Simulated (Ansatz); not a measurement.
# ZnO (P6_3mc): the host for defect calculations

Aim: the runs on the perfect crystal ZnO (P6_3mc) that a defect calculation needs first.

Calculated with Ansatz 0.2.0; plane-wave PAW DFT, r2SCAN; relaxation of the host's cell and atoms; PAW set soft_1, in the first sound run; inputs show where later runs differ.

Most raw output is cut from this account.

**1. The starting structure**

Symmetry: P6_3mc, No. 186, hexagonal system. The conventional cell has a = 3.237 Å, b = 3.237 Å, c = 5.222 Å, α = 90.00°, β = 90.00°, γ = 120.00°. Nearest to Zn lie 4 O at 1.97 to 1.98 Å. Nearest to O lie 4 Zn at 1.97 to 1.98 Å. Farther neighbours and most contacts between anions are not listed.

**2. Host cell relaxation**

Lattice and positions are set free, within the symmetry that the program keeps.

Input file cell/input.yaml:

```yaml
crystal:
  lattice:
    - [3.237351, 0.0, 0.0]
    - [-1.6186755, 2.8036282, 0.0]
    - [0.0, 0.0, 5.2220613]
  atoms:
    - { symbol: Zn, position: [0.66666667, 0.33333333, 0.5005917] }
    - { symbol: Zn, position: [0.33333333, 0.66666667, 0.0005917] }
    - { symbol: O, position: [0.66666667, 0.33333333, 0.8797183] }
    - { symbol: O, position: [0.33333333, 0.66666667, 0.3797183] }
basis:
  ecutwfc: 500
  xc_grid: 2
hamiltonian:
  xc: r2scan
  pseudopotentials: { kind: paw, azcp: { folder: soft_1 } }
kpoints:
  mp_grid: { grid: [10, 10, 6] }
scf:
  occupations: { method: fixed }
  max_iter: 100
relax:
  f_tol: 0.005
  max_steps: 60
  cell: {}
output:
  forces: true
  stress: true
checkpoint:
  write: "../cell.run"
  compress: false
  write_wavefunctions: false
  write_every: 100000
```

Launch:

```
$ ansatz run input.yaml --threads 32 --pin off --max-ram 56524MiB --backend cuda --events-out ev --progress --plain --runs-dir out --max-vram 78GiB
```

It took 3.6 s on 1 × NVIDIA GB200 with 32 threads of Arm Neoverse V2, shared host; peak memory 0.95 GiB; 12 s of CPU time.

Relaxation path:

```csv
step,energy less that of the first step (eV),largest force component (eV/Å),pressure (GPa),volume (Å³)
1,0.0000,0.0061,-0.50,47.40
2,-0.0003,0.0062,-0.23,47.31
3,-0.0004,0.0040,0.01,47.24
4*,-0.0002,0.0041,0.01,47.24
```

Relaxation steps marked * repeat the geometry before them on a plane-wave basis chosen anew for their cell, so energy and pressure can jump there.

```csv
"conventional cell, symmetrised",before,after,change
a (Å),3.237,3.235,-0.1 %
b (Å),3.237,3.235,-0.1 %
c (Å),5.222,5.212,-0.2 %
volume (Å³/atom),11.85,11.81,-0.3 %
```

Final coordinates:

```xyz
4
Lattice="3.2349 0.0000 0.0000 -1.6174 2.8015 0.0000 0.0000 0.0000 5.2122" Properties=species:S:1:pos:R:3 pbc="T T T"
Zn    1.6174    0.9338    2.6083
Zn    0.0000    1.8677    0.0022
O     1.6174    0.9338    4.5862
O     0.0000    1.8677    1.9801
```

This step gave:

| Quantity | Value |
| --- | --- |
| pressure | 0.006307 GPa |

The cell shrank by 0.3 % in volume.

**3. Dielectric tensors of the host**

The response to a uniform electric field gives the electronic dielectric tensor.

This step: plane-wave PAW DFPT, PBEsol; dielectric tensors, Born charges and zone-centre modes of the host; PAW set soft_1 (Ansatz 0.2.0).

Input file eps/input.yaml:

```yaml
crystal:
  lattice:
    - [3.2348953597, 0.0, 0.0]
    - [-1.6174476799, 2.8015015601, 0.0]
    - [0.0, 0.0, 5.2122082498]
  atoms:
    - { symbol: Zn, position: [0.6666666667, 0.3333333333, 0.5004175113] }
    - { symbol: Zn, position: [0.3333333333, 0.6666666667, 0.0004175113] }
    - { symbol: O, position: [0.6666666667, 0.3333333333, 0.8798924887] }
    - { symbol: O, position: [0.3333333333, 0.6666666667, 0.3798924887] }
basis:
  ecutwfc: 420
hamiltonian:
  xc: pbesol
  pseudopotentials: { kind: paw, azcp: { folder: soft_1 }, xc_functional: pbe }
kpoints:
  mp_grid: { grid: [9, 9, 5] }
scf:
  occupations: { method: fixed }
  max_iter: 100
phonons:
  method: dfpt
  dielectric: true
  rigid_motions: translations
```

Wall time 9.9 s (1 × NVIDIA GB200 with 32 threads); peak memory 2.3 GiB; 88 s of CPU time.

Electronic dielectric tensor:

```
5.30 0.00 0.00
0.00 5.30 0.00
0.00 0.00 5.34
```

Static dielectric tensor:

```
10.11  0.00  0.00
 0.00 10.11  0.00
 0.00  0.00 10.97
```

The principal values of the electronic dielectric tensor are 5.30, 5.30 and 5.34. The principal values of the static dielectric tensor are 10.11, 10.11 and 10.97.

**4. Primitive cell on a dense mesh**

A dense mesh gives the host's converged energy, against which the supercell's sampling is tested.

This step: plane-wave PAW DFT, r2SCAN; single point of the host's primitive cell on a dense mesh; PAW set soft_1 (Ansatz 0.2.0).

Input file dense/input.yaml:

```yaml
crystal:
  lattice:
    - [3.2348953597, 0.0, 0.0]
    - [-1.6174476799, 2.8015015601, 0.0]
    - [0.0, 0.0, 5.2122082498]
  atoms:
    - { symbol: Zn, position: [0.6666666667, 0.3333333333, 0.5004175113] }
    - { symbol: Zn, position: [0.3333333333, 0.6666666667, 0.0004175113] }
    - { symbol: O, position: [0.6666666667, 0.3333333333, 0.8798924887] }
    - { symbol: O, position: [0.3333333333, 0.6666666667, 0.3798924887] }
basis:
  ecutwfc: 500
  xc_grid: 2
hamiltonian:
  xc: r2scan
  pseudopotentials: { kind: paw, azcp: { folder: soft_1 } }
kpoints:
  mp_grid: { grid: [10, 10, 6] }
scf:
  occupations: { method: fermi_dirac, width: 0.01 }
  max_iter: 80
```

Wall time 0.87 s (1 × NVIDIA GB200 with 32 threads); peak memory 0.98 GiB; 2.1 s of CPU time.

**5. Self-consistent run**

This step: plane-wave PAW DFT, r2SCAN; single point of the defect-free supercell, a test of its k-points; PAW set soft_1 (Ansatz 0.2.0).

System of this step: ZnO (P6_3mc). The cell holds 72 atoms: 36 Zn and 36 O. Cell: a = 9.705 Å, b = 9.705 Å, c = 10.424 Å, α = 90.0°, β = 90.0°, γ = 120.0°.

Input file pristine.sampling/input.yaml:

```yaml
crystal:
  lattice:
    - [9.7046860791, 0.0, 0.0]
    - [-4.8523430396, 8.4045046803, 0.0]
    - [0.0, 0.0, 10.4244164997]
  atoms:
    - { symbol: Zn, position: [0.2222222222, 0.1111111111, 0.2502087556] }
    - { symbol: Zn, position: [0.1111111111, 0.2222222222, 0.0002087556] }
    - { symbol: O, position: [0.2222222222, 0.1111111111, 0.4399462444] }
    - { symbol: O, position: [0.1111111111, 0.2222222222, 0.1899462443] }
    - { symbol: Zn, position: [0.2222222222, 0.1111111111, 0.7502087556] }
    - { symbol: Zn, position: [0.1111111111, 0.2222222222, 0.5002087556] }
    - { symbol: O, position: [0.2222222222, 0.1111111111, 0.9399462444] }
    - { symbol: O, position: [0.1111111111, 0.2222222222, 0.6899462444] }
[... 60 atom lines left out ...]
    - { symbol: Zn, position: [0.8888888889, 0.7777777778, 0.7502087556] }
    - { symbol: Zn, position: [0.7777777778, 0.8888888889, 0.5002087556] }
    - { symbol: O, position: [0.8888888889, 0.7777777778, 0.9399462444] }
    - { symbol: O, position: [0.7777777778, 0.8888888889, 0.6899462444] }
basis:
  ecutwfc: 500
  xc_grid: 2
hamiltonian:
  xc: r2scan
  pseudopotentials: { kind: paw, azcp: { folder: soft_1 } }
kpoints:
  mp_grid: { grid: [1, 1, 1], shift: [0.25, 0.25, 0.25] }
scf:
  occupations: { method: fermi_dirac, width: 0.01 }
  max_iter: 80
```

Wall time 1.2 s (1 × NVIDIA GB200 with 32 threads); peak memory 1.3 GiB; 3.2 s of CPU time.

Numbers from this step:

| Quantity | Value |
| --- | --- |
| energy over dense mesh | -0.007765 eV/atom |

**6. Defect free supercell relaxed from its symmetric sites**

This cell, the one that will hold the defects, is built from the relaxed host. Its coarser k-points can move the atoms a little, so it is relaxed from the symmetric sites, as the reference for the test of stability.

This step: plane-wave PAW DFT, r2SCAN; relaxation of the defect-free supercell from its symmetric sites; PAW set soft_1 (Ansatz 0.2.0).

pristine.symmetric/input.yaml, as its differences from pristine.sampling/input.yaml of step 5:

```diff
@@ -89 +89,12 @@
   max_iter: 80
+output:
+  forces: true
+relax:
+  f_tol: 0.01
+  max_steps: 60
+  escape_saddle: false
+checkpoint:
+  write: "../pristine.symmetric.run"
+  compress: false
+  write_wavefunctions: false
+  write_every: 100000
```

The job ended after 2 s (1 × NVIDIA GB200 with 32 threads; peak memory 1.3 GiB; 6.4 s of CPU time).

No atom moved by 0.005 Å in the relaxation.

**7. Defect free supercell relaxed from displaced atoms**

This step: plane-wave PAW DFT, r2SCAN; relaxation of the defect-free supercell from random displacements, a test of the host's stability; PAW set soft_1 (Ansatz 0.2.0).

pristine.rattled/input.yaml, as its differences from pristine.symmetric/input.yaml of step 6:

```diff
@@ -93,6 +93,6 @@
   f_tol: 0.01
-  max_steps: 60
-  escape_saddle: false
+  max_steps: 120
+  random_displacement: { amplitude: 0.08, seed: 9553 }
 checkpoint:
-  write: "../pristine.symmetric.run"
+  write: "../pristine.rattled.run"
   compress: false
```

The job ended after 4.3 s (1 × NVIDIA GB200 with 32 threads; peak memory 1.4 GiB).

Relaxation path:

```csv
step,energy less that of the first step (eV),largest force component (eV/Å)
1,0.0000,1.9653
2,-1.6501,1.1851
3,-2.7629,0.0172
4,-2.7630,0.0174
5,-2.7607,0.0286
6,-2.7634,0.0057
```

Relaxation step 5 was tried and not accepted.

The relaxation ends 38 meV an atom lower than the displaced start, with a largest force component of 0.0057 eV/Å.

**8. Summary of results**

| Item | Value |
| --- | --- |
| primitive cell vectors, lengths | 3.235, 3.235, 5.212 Å |
| electronic dielectric constant | principal values (5.30, 5.30, 5.34) |
| static dielectric constant | principal values (10.11, 10.11, 10.97) |
| gap on the k-mesh of the response run (PBEsol) | 0.70 eV |
| supercell relaxed in its symmetry less the displaced and relaxed one | 0.000 eV |
| energy an atom at one point at (¼, ¼, ¼) less that on the dense mesh | -0.008 eV |

In words: Step 7: The energy fell by 2.763 eV from the randomly displaced start; the atoms end within 0.005 Å of the sites as typed, once the mean shift is taken out. The displaced cell ends within 0.01 eV of the symmetric one relaxed in its symmetry, so no lower structure shows in this supercell. The k-mesh can miss the band edges, so this gap is an upper bound at this level. All at zero temperature.

[Logs are printed without paths, hosts, clocks, repeated set-up lines and the standing remarks that a program may print on its own settings, such as how far it seeks lower states.]

[Hosts, paths, dates, database ids (printed as entryN), source tags and the programs' standing remarks are cut or masked in the printed files.]

[Runs of the host that timed out are not shown.]

[For some hosts the program warned that the k-mesh of the response run may be too coarse for force constants and the static dielectric constant; such warnings are not always shown.]

[The program warned that the k-mesh of a response run behind this text may be too coarse: force constants, and the static dielectric constant and all else formed from them, are not shown converged.]
